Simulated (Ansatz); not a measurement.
# AlO (Pm-3m) in Ansatz: a series of runs

The runs below take AlO through single point, equation of state, with PBE.

Program: Ansatz 0.2.0. These are calculated values, not measurements. Logs are shortened: lines on timing, memory, paths and dates and some standing lists are left out, and cuts for length are marked.

**1. Starting point**

Symmetry: Pm-3m, No. 221, cubic system. The conventional cell has a = 2.769 Å, b = 2.769 Å, c = 2.769 Å, α = 90.00°, β = 90.00°, γ = 90.00°. Al (site symmetry m-3m) has 8 O at 2.40 Å as nearest neighbours. O (site symmetry m-3m) has 8 Al at 2.40 Å as nearest neighbours.

The cell was built by a generator and needn't be a form met in nature.

**2. Single point, PBE, 9.98 Å³/atom (volume scaled by 0.94)**

input.yaml reads:

```yaml
crystal:
  lattice:
    - [2.7126600564, 0.0, 0.0]
    - [0.0, 2.7126600564, 0.0]
    - [0.0, 0.0, 2.7126600564]
  atoms:
    - { symbol: Al, position: [0.5, 0.5, 0.5] }
    - { symbol: O, position: [0.0, 0.0, 0.0] }
hamiltonian:
  xc: pbe
  pseudopotentials: { kind: nc, accuracy: standard }
kpoints:
  mp_grid: { grid: [10, 10, 10] }
scf:
  occupations: { method: fermi_dirac, width: 0.05 }
output:
  forces: true
  stress: true
  eigenvalues: true
```

Potentials or basis: PseudoDojo standard (PBE files).

Command:

```
> ansatz run input.yaml --threads 2 --pin off --max-ram 5632MiB --backend cpu --events-out ev --progress --plain --runs-dir out
```

The program printed:

```text
Warning: RAYON_NUM_THREADS=2 ignored (pool sized by the plan → 2); use --threads N
Engine: ansatz 0.2.0, aarch64-unknown-linux-gnu
Pseudopotentials: kind: nc
Pseudopotential: Al, nc, valence charge 3, recommended cutoff 544.227725 eV (normal), Al.nc.azcp (PseudoDojo's, or run here from an input of PseudoDojo's; its table is named by hamiltonian.pseudopotentials.accuracy)
Pseudopotential: O, nc, valence charge 6, recommended cutoff 1142.878222 eV (normal), O.nc.azcp (PseudoDojo's, or run here from an input of PseudoDojo's; its table is named by hamiltonian.pseudopotentials.accuracy)
Functional definition: PBE
  parameter kappa = 0.804
  parameter beta = 0.06672455060314922
  exchange = pbe_x(kappa = kappa, mu = beta*pi^2/3)
  correlation = pbe_c(beta = beta)
Crystal: 2 atoms, lattice volume = 19.961 Å³
Basis set: ecut = 1142.878222 eV, 1743 PW (Γ), exchange–correlation on 60×60×60 points (8 copies of the dense FFT grid, shifted against one another)
Bands: 9, of which v1, the nominal top of the filled ones, is band 5 counted from 1 (4 counted from 0)
Symmetry: 48 space group operations
Space group: Pm-3m (ITA 221), of the structure as read, at distance tolerance 2.7e-5 Å
k-points: 56 of 1000
Non-local potential: Al, projectors of the file, l = 0: 2, l = 1: 2, l = 2: 2
Non-local potential: O, projectors of the file, l = 0: 2, l = 1: 2, l = 2: 1
Initial density: superposition of atomic densities (chi_scale 0.1, normalization cell, long waves kept (reshape's long-wave potential 0.00 eV rms))
Initial wavefunctions: pseudopotential atomic-orbital guess
Functional: x = pbe(κ = 0.804, μ = 0.2195149727645171), c = pbe(β = 0.06672455060314922)
SCF iter   1: F=—  HF=-512.287218 eV  |F-HF|=—  |Δ(HF+E_count)|=         —  Δρ=4.03e-2  dr2=4.55e-1  ethr=3.10e-3  ⟨swp⟩=5.4  Hψ=3683  notcnv=0
preconditioner: auto → none  [metal: Δε(μ)=0.058 eV  Ē_g=16.262 eV  σ=0.050 eV  W_gap=0.27  n_scr=6 (ndim 8)  ℏωp=24.9 eV  f_vac=0.000  D(μ)=1.65/eV (n_scr^D=18)  sad-step TF]
SCF iter   2: F=—  HF=-512.190422 eV  |F-HF|=—  |Δ(HF+E_count)|=   9.68e-2  Δρ=2.12e-2  dr2=5.64e-2  ethr=3.10e-3  ⟨swp⟩=2.0  Hψ=1128  notcnv=0
SCF iter   3: F=—  HF=-512.173203 eV  |F-HF|=—  |Δ(HF+E_count)|=   1.72e-2  Δρ=6.69e-3  dr2=9.35e-3  ethr=6.27e-4  ⟨swp⟩=2.8  Hψ=853  notcnv=0
SCF iter   4: F=—  HF=-512.170599 eV  |F-HF|=—  |Δ(HF+E_count)|=   2.60e-3  Δρ=5.91e-4  dr2=1.68e-5  ethr=1.04e-4  ⟨swp⟩=2.9  Hψ=932  notcnv=0
SCF iter   5: F=—  HF=-512.170505 eV  |F-HF|=—  |Δ(HF+E_count)|=   9.43e-5  Δρ=6.56e-5  dr2=2.47e-7  ethr=1.87e-7  ⟨swp⟩=2.6  Hψ=748  notcnv=0
SCF iter   6: F=-512.170505 eV  HF=-512.170505 eV  |F-HF|=1.80e-9  |Δ(HF+E_count)|=   1.73e-8  Δρ=7.81e-6  dr2=7.07e-9  ethr=1.11e-9  ⟨swp⟩=5.7  Hψ=2584  notcnv=0
SCF 1 converged in 6 iterations: F = -512.170505 eV  dr2 = 7.07e-9
SCF converged after 6 iterations
Free energy (F): -512.170505 eV
Harris-Foulkes:  -512.170505 eV  (|F-HF|=1.80e-9)
Internal energy: -512.161393 eV  (E = F + TS)
E sigma→0 (E₀):  -512.165949 eV
Entropy (-TS):   -0.009112 eV (-4.556 meV/atom)
Fermi energy:    11.310025 eV
--- Per-component energies (eV) ---
  E_band       = 19.061351
  E_kinetic    = 320.752338
  E_local      = -348.374487  (includes V_loc(G=0)·N_el)
  E_nonlocal   = -55.200064
  E_hartree    = 129.262806
  E_xc         = -143.098968
  E_vxc        = -156.641107  (∫ρ·V_xc dr)
  E_ewald      = -415.503017
  E_smearing   = -0.009112  (= −TS)
  E_closure    = 0.000000  (closes the sum)
  Σ components = -512.170505   (vs F -512.170505, Δ=0.00e0)
--- Forces (eV/Å), atoms counted from 1 ---
  atom   1  Al     0.00000000     0.00000000    -0.00000000
  atom   2  O     -0.00000000     0.00000000    -0.00000000
  max |Σ_I F_I| component: 4.11e-32 eV/Å
--- Stress (GPa, compression-positive) ---
        8.493149       0.000000       0.000000
        0.000000       8.493149       0.000000
        0.000000      -0.000000       8.493149
  P = ⅓ Tr σ = 8.4931 GPa (84.931 kbar)
--- Band table (eV; the first three rows and the last of 56) ---
  k-point 0: bands = ["-10.5589", "6.4512", "6.4804", "6.4804", "6.4804", "16.7626", "16.7626", "22.9262", "22.9262"]
  k-point 1: bands = ["-10.4642", "4.9366", "6.5322", "6.5322", "7.7539", "16.7087", "16.9465", "22.8063", "22.8063"]
  k-point 2: bands = ["-10.2015", "3.3108", "6.6718", "6.6718", "8.8524", "16.2966", "17.4887", "22.4576", "22.4576"]
  k-point 55: bands = ["-7.8208", "4.2994", "4.2994", "4.2994", "11.8161", "11.8161", "11.8161", "16.3441", "24.3567"]
```

Run time: 1.1 s. Hardware: 2 threads of Arm Neoverse V2, shared host; peak memory 0.29 GiB.

What came out:

| Item | Value |
| --- | --- |
| Free energy | -512.1705 eV |
| Pressure | 8.5 GPa |
| Band gap on the k mesh | none (metal or under the smearing width) |

Caveat: an odd number of electrons without spin polarisation forces a metal; a magnetic or distorted state may lie lower.

**3. Single point, PBE, 10.19 Å³/atom (volume scaled by 0.96)**

input.yaml: that of step 2 with these lines changed.

```diff
@@ -2,5 +2,5 @@
   lattice:
-    - [2.7126600564, 0.0, 0.0]
-    - [0.0, 2.7126600564, 0.0]
-    - [0.0, 0.0, 2.7126600564]
+    - [2.7317639256, 0.0, 0.0]
+    - [0.0, 2.7317639256, 0.0]
+    - [0.0, 0.0, 2.7317639256]
   atoms:
```

Potentials or basis: PseudoDojo standard (PBE files).

Command:

```
> ansatz run input.yaml --threads 2 --pin off --max-ram 5632MiB --backend cpu --events-out ev --progress --plain --runs-dir out
```

Wall time 1.1 s (2 threads of Arm Neoverse V2, shared host); peak memory 0.3 GiB.

It converged, with:

| Property | Result |
| --- | --- |
| Free energy | -512.1886 eV |
| Pressure | 5.2 GPa |
| Band gap on the k mesh | none (metal or under the smearing width) |

Caveat: an odd number of electrons without spin polarisation forces a metal; a magnetic or distorted state may lie lower.

**4. Single point, PBE, 10.41 Å³/atom (volume scaled by 0.98)**

input.yaml: that of step 3 with these lines changed.

```diff
@@ -2,5 +2,5 @@
   lattice:
-    - [2.7317639256, 0.0, 0.0]
-    - [0.0, 2.7317639256, 0.0]
-    - [0.0, 0.0, 2.7317639256]
+    - [2.7506042722, 0.0, 0.0]
+    - [0.0, 2.7506042722, 0.0]
+    - [0.0, 0.0, 2.7506042722]
   atoms:
@@ -19 +19,5 @@
   eigenvalues: true
+  write_density: true
+  write_potential: true
+  elf: true
+  volumetric_format: npy
```

Command:

```
> ansatz run input.yaml --threads 2 --pin off --max-ram 5632MiB --backend cpu --events-out ev --progress --plain --runs-dir out
```

It took 1.5 s on 2 threads of Arm Neoverse V2, shared host; peak memory 0.3 GiB.

The run converged. Its results:

```yaml
Free_energy: -512.1985 eV
Pressure: 2.3 GPa
Band_gap_on_the_k_mesh: none (metal or under the smearing width)
```

Caveat: an odd number of electrons without spin polarisation forces a metal; a magnetic or distorted state may lie lower.

**5. Single point, PBE, 10.62 Å³/atom**

input.yaml: that of step 4 with these lines changed.

```diff
@@ -2,5 +2,5 @@
   lattice:
-    - [2.7506042722, 0.0, 0.0]
-    - [0.0, 2.7506042722, 0.0]
-    - [0.0, 0.0, 2.7506042722]
+    - [2.76919, 0.0, 0.0]
+    - [0.0, 2.76919, 0.0]
+    - [0.0, 0.0, 2.76919]
   atoms:
```

Command:

```
> ansatz run input.yaml --threads 2 --pin off --max-ram 5632MiB --backend cpu --events-out ev --progress --plain --runs-dir out
```

Run time: 1.6 s. Hardware: 2 threads of Arm Neoverse V2, shared host; peak memory 0.31 GiB.

Results (log left out):

| Item | Value |
| --- | --- |
| Free energy | -512.2008 eV |
| Pressure | -0.5 GPa |
| Band gap on the k mesh | none (metal or under the smearing width) |

Caveat: an odd number of electrons without spin polarisation forces a metal; a magnetic or distorted state may lie lower.

**6. Single point, PBE, 10.83 Å³/atom (volume scaled by 1.02)**

input.yaml: that of step 5 with these lines changed.

```diff
@@ -2,5 +2,5 @@
   lattice:
-    - [2.76919, 0.0, 0.0]
-    - [0.0, 2.76919, 0.0]
-    - [0.0, 0.0, 2.76919]
+    - [2.7875295411, 0.0, 0.0]
+    - [0.0, 2.7875295411, 0.0]
+    - [0.0, 0.0, 2.7875295411]
   atoms:
@@ -19,5 +19 @@
   eigenvalues: true
-  write_density: true
-  write_potential: true
-  elf: true
-  volumetric_format: npy
```

Potentials or basis: PseudoDojo standard (PBE files).

Command:

```
> ansatz run input.yaml --threads 2 --pin off --max-ram 5632MiB --backend cpu --events-out ev --progress --plain --runs-dir out
```

Run time: 1.2 s. Hardware: 2 threads of Arm Neoverse V2, shared host; peak memory 0.3 GiB.

It converged, with:

```yaml
Free_energy: -512.1963 eV
Pressure: -2.9 GPa
Band_gap_on_the_k_mesh: none (metal or under the smearing width)
```

Caveat: an odd number of electrons without spin polarisation forces a metal; a magnetic or distorted state may lie lower.

**7. Single point, PBE, 11.04 Å³/atom (volume scaled by 1.04)**

input.yaml: that of step 6 with these lines changed.

```diff
@@ -2,5 +2,5 @@
   lattice:
-    - [2.7875295411, 0.0, 0.0]
-    - [0.0, 2.7875295411, 0.0]
-    - [0.0, 0.0, 2.7875295411]
+    - [2.8056308895, 0.0, 0.0]
+    - [0.0, 2.8056308895, 0.0]
+    - [0.0, 0.0, 2.8056308895]
   atoms:
```

Command:

```
> ansatz run input.yaml --threads 2 --pin off --max-ram 5632MiB --backend cpu --events-out ev --progress --plain --runs-dir out
```

Run time: 1.2 s. Hardware: 2 threads of Arm Neoverse V2, shared host; peak memory 0.3 GiB.

It converged, with:

| Property | Result |
| --- | --- |
| Free energy | -512.1855 eV |
| Pressure | -5.2 GPa |
| Band gap on the k mesh | none (metal or under the smearing width) |

Caveat: an odd number of electrons without spin polarisation forces a metal; a magnetic or distorted state may lie lower.

**8. Single point, PBE, 11.25 Å³/atom (volume scaled by 1.06)**

input.yaml: that of step 7 with these lines changed.

```diff
@@ -2,5 +2,5 @@
   lattice:
-    - [2.8056308895, 0.0, 0.0]
-    - [0.0, 2.8056308895, 0.0]
-    - [0.0, 0.0, 2.8056308895]
+    - [2.8235016317, 0.0, 0.0]
+    - [0.0, 2.8235016317, 0.0]
+    - [0.0, 0.0, 2.8235016317]
   atoms:
@@ -19 +19,5 @@
   eigenvalues: true
+  write_density: true
+  write_potential: true
+  elf: true
+  volumetric_format: npy
```

Command:

```
> ansatz run input.yaml --threads 2 --pin off --max-ram 5632MiB --backend cpu --events-out ev --progress --plain --runs-dir out
```

It took 1.6 s on 2 threads of Arm Neoverse V2, shared host; peak memory 0.31 GiB.

Results (log left out):

| Quantity | Value |
| --- | --- |
| Free energy | -512.1690 eV |
| Pressure | -7.2 GPa |
| Band gap on the k mesh | none (metal or under the smearing width) |

Caveat: an odd number of electrons without spin polarisation forces a metal; a magnetic or distorted state may lie lower.

**9. Equation of state, PBE**

Potentials or basis: PseudoDojo standard.

This step only gathers the single runs of the series.

What came out:

- Equilibrium volume: 10.58 Å³/atom
- Bulk modulus: 131 GPa
- Pressure derivative of the bulk modulus: 3.7

Energy against volume, from the lowest point:
| volume (Å³/atom) | energy (meV/atom) |
| --- | --- |
| 9.981 | 15.15 |
| 10.193 | 6.09 |
| 10.405 | 1.16 |
| 10.618 | 0.00 |
| 10.830 | 2.28 |
| 11.042 | 7.68 |
| 11.255 | 15.92 |
